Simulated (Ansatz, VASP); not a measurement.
## Cross-check of SiTc between VASP and Ansatz

One calculation is typed for both programs; each brings its own data sets. How far apart do they land? The cell is taken from a series of runs on this material, whose earlier steps may have relaxed, scaled, displaced or heated it; both programs get it as it stands.

Method: plane waves, with VASP 6.6.1 beside it; relaxation of cell and atoms at r2SCAN and relaxation of cell and atoms at r2SCAN with rVV10, in Ansatz 0.2.0.

## (1) The structure

Symmetry: P2_13, No. 198, cubic system. Conventional cell: a = 4.746 Å, b = 4.746 Å, c = 4.746 Å, α = 90.00°, β = 90.00°, γ = 90.00°. Nearest to Si lie 7 Tc at 2.38 to 2.67 Å. Tc has 7 Si at 2.38 to 2.67 Å nearest. Farther neighbours are not listed.

## (2) VASP: relaxation of cell and atoms, r2SCAN

The relaxed volume is the usual yardstick between codes: in a stiff, nearly cubic crystal its relative difference is about their pressure difference at one cell divided by the bulk modulus.

Lines of VASP's logs that name or quote its potential files are left out, and so is its time.

The input, INCAR:

```
SYSTEM = SiTc
PREC = Accurate
ENCUT = 550
EDIFF = 1E-07
NELM = 120
ISMEAR = 0
SIGMA = 0.1
LREAL = .FALSE.
ALGO = Normal
METAGGA = R2SCAN
LASPH = .TRUE.
NBANDS = 42
LORBIT = 11
LWAVE = .FALSE.
LCHARG = .FALSE.
ISIF = 3
IBRION = 2
NSW = 80
EDIFFG = -0.005
GGA_COMPAT = .FALSE.
NELMIN = 4
LMIXTAU = .TRUE.
KPAR = 2
```

The input, POSCAR:

```
SiTc
1.0
    4.7461010000      0.0000000000      0.0000000000
    0.0000000000      4.7461010000      0.0000000000
    0.0000000000      0.0000000000      4.7461010000
Si Tc
4 4
Direct
    0.6550855112      0.1550856166      0.3449142781
    0.1550856166      0.3449142781      0.6550855112
    0.3449142781      0.6550855112      0.1550856166
    0.8449143834      0.8449143834      0.8449143834
    0.3654660952      0.8654659899      0.6345339048
    0.8654659899      0.6345339048      0.3654660952
    0.6345339048      0.3654660952      0.8654659899
    0.1345340101      0.1345340101      0.1345340101
```

The input, KPOINTS:

```
Automatic mesh
0
Gamma
6 6 6
0 0 0
```

PAW data sets: Si and Tc_pv (PBE family, release 64).

Launch:

```console
$ mpirun -np 2 vasp_std
```

Numbers of over 12 decimals in the logs are rounded to 6 here.

Output:

```text
[banner, memory and clock lines left out]
running    2 mpi-ranks, on    1 nodes
 distrk:  each k-point on    1 cores,    2 groups
 distr:  one band on    1 cores,    1 groups

 POSCAR found type information on POSCAR SiTc
 POSCAR found :  2 types and       8 ions
|                                                                             |
|               ----> ADVICE to this user running VASP <----                  |
|                                                                             |
|     You enforced a specific xc type in the INCAR file but a different       |
|     [... a line on the potential file left out ...]
|     I HOPE YOU KNOW WHAT YOU ARE DOING!                                     |
|                                                                             |

 LDA part: xc-table for (None), standard interpolation
 POSCAR, INCAR and KPOINTS ok, starting setup
 FFT: planning ... GRIDC
 FFT: planning ... GRID_SOFT
 FFT: planning ... GRID
 WAVECAR not read
 entering main loop
       N       E                     dE             d eps       ncg     rms          rms(c)
DAV:   1     0.750177287983E+03    0.75018E+03   -0.40051E+04  2024   0.172E+03
DAV:   2    -0.129341522396E+03   -0.87952E+03   -0.86250E+03  2100   0.473E+02
DAV:   3    -0.169353412654E+03   -0.40012E+02   -0.39002E+02  2600   0.103E+02
DAV:   4    -0.170134683846E+03   -0.78127E+00   -0.77643E+00  2408   0.136E+01
DAV:   5    -0.170148248660E+03   -0.13565E-01   -0.13553E-01  2456   0.186E+00    0.476E+01
DAV:   6    -0.145844678869E+03    0.24304E+02   -0.39379E+01  2280   0.429E+01    0.766E+00
DAV:   7    -0.141932514212E+03    0.39122E+01   -0.40804E+00  2282   0.123E+01    0.730E+00
DAV:   8    -0.142861005637E+03   -0.92849E+00   -0.13976E+00  2102   0.638E+00    0.253E+00
DAV:   9    -0.143079573599E+03   -0.21857E+00   -0.28845E-01  2184   0.309E+00    0.307E-01
DAV:  10    -0.143096035755E+03   -0.16462E-01   -0.97937E-02  2126   0.185E+00    0.234E-01
DAV:  11    -0.143125756517E+03   -0.29721E-01   -0.18481E-02  2136   0.793E-01    0.149E-01
DAV:  12    -0.143130558343E+03   -0.48018E-02   -0.43254E-03  2290   0.352E-01    0.473E-02
DAV:  13    -0.143130624201E+03   -0.65858E-04   -0.56287E-04  2192   0.158E-01    0.212E-02
DAV:  14    -0.143130670494E+03   -0.46293E-04   -0.35170E-04  2066   0.131E-01    0.135E-02
DAV:  15    -0.143130812494E+03   -0.14200E-03   -0.10290E-04  2072   0.779E-02    0.514E-03
DAV:  16    -0.143130808038E+03    0.44559E-05   -0.79125E-06  2322   0.194E-02    0.312E-03
DAV:  17    -0.143130807839E+03    0.19918E-06   -0.11494E-06  2338   0.785E-03    0.637E-04
DAV:  18    -0.143130808552E+03   -0.71317E-06   -0.71664E-07  1914   0.536E-03    0.742E-04
DAV:  19    -0.143130808579E+03   -0.26882E-07   -0.10114E-07  1082   0.247E-03
   1 F= -.14313081E+03 E0= -.14311955E+03  d E =-.143131E+03
[...]
2 F= -.14313077E+03 E0= -.14311949E+03  d E =0.407959E-04
[...]
3 F= -.14313083E+03 E0= -.14311956E+03  d E =-.196747E-04
[...]
4 F= -.14313083E+03 E0= -.14311956E+03  d E =-.222211E-04
 curvature:  -0.23 expect dE=-0.597E-05 dE for cont linesearch -0.105E-07
 trial: gam= 0.22341 g(F)=  0.130E-04 g(S)=  0.130E-04 ort = 0.221E-05 (trialstep = 0.891E+00)
 search vector abs. value=  0.322E-04
 bond charge predicted
       N       E                     dE             d eps       ncg     rms          rms(c)
DAV:   1    -0.143130813822E+03    0.17025E-04   -0.10676E-02  2640   0.974E-01    0.645E-02
DAV:   2    -0.143130818024E+03   -0.42023E-05   -0.49853E-04  2022   0.139E-01    0.132E-02
DAV:   3    -0.143130817305E+03    0.71909E-06   -0.14273E-05  2522   0.232E-02    0.832E-03
DAV:   4    -0.143130816327E+03    0.97848E-06   -0.59368E-06  2290   0.147E-02    0.237E-03
DAV:   5    -0.143130816527E+03   -0.19979E-06   -0.26303E-06  2136   0.122E-02    0.289E-03
DAV:   6    -0.143130816328E+03    0.19846E-06   -0.22464E-06  2034   0.114E-02    0.100E-03
DAV:   7    -0.143130817211E+03   -0.88289E-06   -0.69913E-07  2038   0.650E-03    0.382E-04
DAV:   8    -0.143130817230E+03   -0.18529E-07   -0.38088E-08  1036   0.131E-03
   5 F= -.14313082E+03 E0= -.14311956E+03  d E =0.135708E-04
 trial-energy change:    0.000014  1 .order   -0.000012   -0.000024    0.000001
 step:   0.8719(harm=  0.8719)  dis= 0.00026  next Energy=  -143.130842 (dE=-0.115E-04)
 reached required accuracy - stopping structural energy minimisation
```

OUTCAR, selected parts (step 2):

```text
ion  position               nearest neighbor table
   1  0.655  0.155  0.345-   5 2.38   7 2.49   6 2.49   8 2.49   8 2.67   7 2.67   6 2.67   2 2.93
                             3 2.93   4 2.93   2 2.93   3 2.93   4 2.93
   2  0.155  0.345  0.655-   6 2.38   5 2.49   7 2.49   8 2.49   8 2.67   5 2.67   7 2.67   1 2.93
                             3 2.93   4 2.93   1 2.93   3 2.93   4 2.93
   3  0.345  0.655  0.155-   7 2.38   6 2.49   5 2.49   8 2.49   8 2.67   6 2.67   5 2.67   1 2.93
                             2 2.93   4 2.93   1 2.93   2 2.93   4 2.93
   4  0.845  0.845  0.845-   8 2.38   6 2.49   7 2.49   5 2.49   7 2.67   6 2.67   5 2.67   2 2.93
                             3 2.93   1 2.93   1 2.93   2 2.93   3 2.93
   5  0.365  0.865  0.635-   1 2.38   2 2.49   4 2.49   3 2.49   2 2.67   4 2.67   3 2.67   6 2.91
                             7 2.91   8 2.91   7 2.91   6 2.91   8 2.91
   6  0.865  0.635  0.365-   2 2.38   3 2.49   4 2.49   1 2.49   3 2.67   4 2.67   1 2.67   5 2.91
                             7 2.91   8 2.91   7 2.91   5 2.91   8 2.91
   7  0.635  0.365  0.865-   3 2.38   1 2.49   4 2.49   2 2.49   1 2.67   4 2.67   2 2.67   5 2.91
                             6 2.91   8 2.91   6 2.91   5 2.91   8 2.91
   8  0.135  0.135  0.135-   4 2.38   2 2.49   3 2.49   1 2.49   3 2.67   2 2.67   1 2.67   6 2.91
                             5 2.91   7 2.91   5 2.91   6 2.91   7 2.91

  LATTYP: Found a simple cubic cell.
 ALAT       =     4.7461010000

 Subroutine GETGRP returns: Found 12 space group operations
 (whereof  3 operations were pure point group operations)

The static configuration has the point symmetry C_3 .
 The point group associated with its full space group is T   .

 Found     24 irreducible k-points:

   k-points           NKPTS =     24   k-points in BZ     NKDIM =     24   number of bands    NBANDS=     42

   dimension x,y,z NGX =    36 NGY =   36 NGZ =   36
   dimension x,y,z NGXF=    72 NGYF=   72 NGZF=   72

   ENCUT  =  550.0 eV  40.42 Ry    6.36 a.u.   9.08  9.08  9.08*2*pi/ulx,y,z

   NELECT =      68.0000    total number of electrons

 k-points in reciprocal lattice and weights: Automatic mesh
   0.00000000  0.00000000  0.00000000       0.005
   0.16666667  0.00000000  0.00000000       0.028
   0.33333333  0.00000000  0.00000000       0.028
   0.50000000  0.00000000  0.00000000       0.014
   0.16666667  0.16666667  0.00000000       0.056
   0.33333333  0.16666667  0.00000000       0.056
  -0.16666667  0.33333333  0.00000000       0.056
   0.50000000  0.16666667  0.00000000       0.028
  -0.16666667  0.50000000  0.00000000       0.028
[...]
0.50000000  0.50000000  0.33333333       0.028
   0.50000000  0.50000000  0.50000000       0.005

 average (electrostatic) potential at core
       1 -80.1785       2 -80.1785       3 -80.1785       4 -80.1785       5 -72.5347
       6 -72.5347       7 -72.5347       8 -72.5347

 E-fermi :  12.1630

 k-point     1 :       0.0000    0.0000    0.0000
  band No.  band energies     occupation
    ...
     27       9.0139      2.00000
     28       9.0139      2.00000
     29      10.2425      2.00000
     30      10.2425      2.00000
     31      10.2425      2.00000
     32      12.6001      0.00000
     33      12.6001      0.00000
     34      12.6001      0.00000
     35      12.8927      0.00000
     36      12.8927      0.00000
    ...

 k-point     2 :       0.1667    0.0000    0.0000
  band No.  band energies     occupation
    ...
     28       9.1318      2.00000
     29       9.9717      2.00000
     30      10.2910      2.00000
     31      10.5781      2.00000
     32      12.0929      1.67852
     33      12.2615      0.16362
     34      12.7655      0.00000
     35      12.8835      0.00000
     36      13.0403      0.00000
     37      14.0161      0.00000
    ...

 k-point     3 :       0.3333    0.0000    0.0000
  band No.  band energies     occupation
    ...
     29      10.0926      2.00000
     30      10.1650      2.00000
     31      10.5728      2.00000
     32      11.3169      2.00000
     33      12.1167      1.48722
     34      12.4772      0.00001
     35      12.8999      0.00000
     36      13.0755      0.00000
     37      13.6411      0.00000
     38      13.9054      0.00000
    ...

  Total        0.0033005      0.0033005      0.0033005      0.0000000      0.0000000      0.0000000
  in kB        0.0494530      0.0494530      0.0494530      0.0000000      0.0000000      0.0000000
  external PRESSURE =       0.0494530 kB  Pullay stress =       0.0000000 kB

  energy-cutoff  :      550.00
  volume of cell :      106.93
      direct lattice vectors                 reciprocal lattice vectors
     4.746391799 -0.000000000 -0.000000000     0.210686358  0.000000000 -0.000000000
    -0.000000000  4.746391799  0.000000000     0.000000000  0.210686358 -0.000000000
    -0.000000000  0.000000000  4.746391799     0.000000000 -0.000000000  0.210686358

 POSITION                                       TOTAL-FORCE (eV/Angst)
 -----------------------------------------------------------------------------------
      3.10954      0.73634      1.63685        -0.001242     -0.001242      0.001242
      0.73634      1.63685      3.10954        -0.001242      0.001242     -0.001242
      1.63685      3.10954      0.73634         0.001242     -0.001242     -0.001242
      4.01005      4.01005      4.01005         0.001242      0.001242      0.001242
      1.73419      4.10738      3.01220        -0.000781     -0.000781      0.000781
      4.10738      3.01220      1.73419        -0.000781      0.000781     -0.000781
      3.01220      1.73419      4.10738         0.000781     -0.000781     -0.000781
      0.63901      0.63901      0.63901         0.000781      0.000781      0.000781
 -----------------------------------------------------------------------------------
    total drift:                               -0.001023     -0.000974     -0.000445

  FREE ENERGIE OF THE ION-ELECTRON SYSTEM (eV)
  ---------------------------------------------------
  free  energy   TOTEN  =      -143.1308172297 eV

  energy  without entropy=     -143.1082967565  energy(sigma->0) =     -143.11955699

 reached required accuracy - stopping structural energy minimisation

 total charge
# of ion       s       p       d       tot
------------------------------------------
    1        0.732   0.903   0.000   1.635
    2        0.732   0.903   0.000   1.635
    3        0.732   0.903   0.000   1.635
    4        0.732   0.903   0.000   1.635
    5        0.396   6.524   5.293  12.212
    6        0.396   6.524   5.293  12.212
    7        0.396   6.524   5.293  12.212
    8        0.396   6.524   5.293  12.212
--------------------------------------------------
tot          4.509  29.709  21.171  55.389

[... 3 further parts left out ...]
```

CONTCAR:

```
SiTc
   1.00000000000000
     4.7463917992948694   -0.0000000000000000   -0.0000000000000000
    -0.0000000000000000    4.7463917992948694    0.0000000000000000
    -0.0000000000000000    0.0000000000000000    4.7463917992948694
  Si              Tc
     4     4
Direct
     0.6551376622572337    0.1551377676572317    0.3448621270427649
     0.1551377676572317    0.3448621270427649    0.6551376622572337
     0.3448621270427649    0.6551376622572337    0.1551377676572317
     0.8448622323427682    0.8448622323427682    0.8448622323427682
     0.3653698290947317    0.8653697237947355    0.6346301709052682
     0.8653697237947355    0.6346301709052682    0.3653698290947317
     0.6346301709052682    0.3653698290947317    0.8653697237947355
     0.1346302762052645    0.1346302762052645    0.1346302762052645
```

The run keeps the 12 symmetry operations of its start, so it cannot find a distortion of lower symmetry.

(Part 1 of 2 ends here.)

[Lines on the potential files, build, host, timing and source positions are cut from VASP's logs without a mark.]

[Logs are printed without paths, hosts, clocks, repeated set-up lines and the standing remarks that a program may print on its own settings, such as how far it seeks lower states.]

[Hosts, paths, dates, database ids (printed as entryN), source tags and the programs' standing remarks are cut or masked in the printed files.]
